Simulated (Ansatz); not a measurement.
Eu2O3:

```
Eu O
1.0
     3.78830    0.00000    0.00000
    -1.89415    3.28076    0.00000
     0.00000    0.00000    5.82084
Eu O
2 3
Cartesian
  0.0000 2.1872 1.4112
  1.8941 1.0936 4.4096
  0.0000 2.1872 3.7900
  1.8941 1.0936 2.0309
  0.0000 0.0000 0.0000
```

Measurements of this composition are mostly on another form, of space group No. 206.

Base run:

```yaml
Program: Ansatz 0.2.0
Functional: PBEsol
Potentials_or_basis: Ansatz PAW
Cutoff: "420 eV (not typed: the program's choice for these potentials)"
k_mesh: 8 × 8 × 5
Occupations: fermi-dirac, width 0.05 eV
Spin: collinear spin, ferromagnetic start
Starting_moments: "[8.5, 8.5, 0.0, 0.0, 0.0] μB"
```

Its results: band gap on the k mesh none (metal or under the smearing width); pressure -4.7 GPa; largest force 0.267 eV/Å.

Problem. The run is repeated on the same cell with these changes: spin from collinear spin, ferromagnetic start to no spin polarisation. What comes out?

Solution. Band gap on the k mesh none (metal or under the smearing width); pressure -12.2 GPa; largest force 0.665 eV/Å.

Caveats: without U or exact exchange the open f shell lies at the Fermi level, which spoils levels, moments and volumes; the PAW data sets come from PBE, with cores solved anew for the run's functional, which leaves a small shift of forces and pressure; spin-orbit coupling is left out, which moves the levels of the heavy elements (some runs).
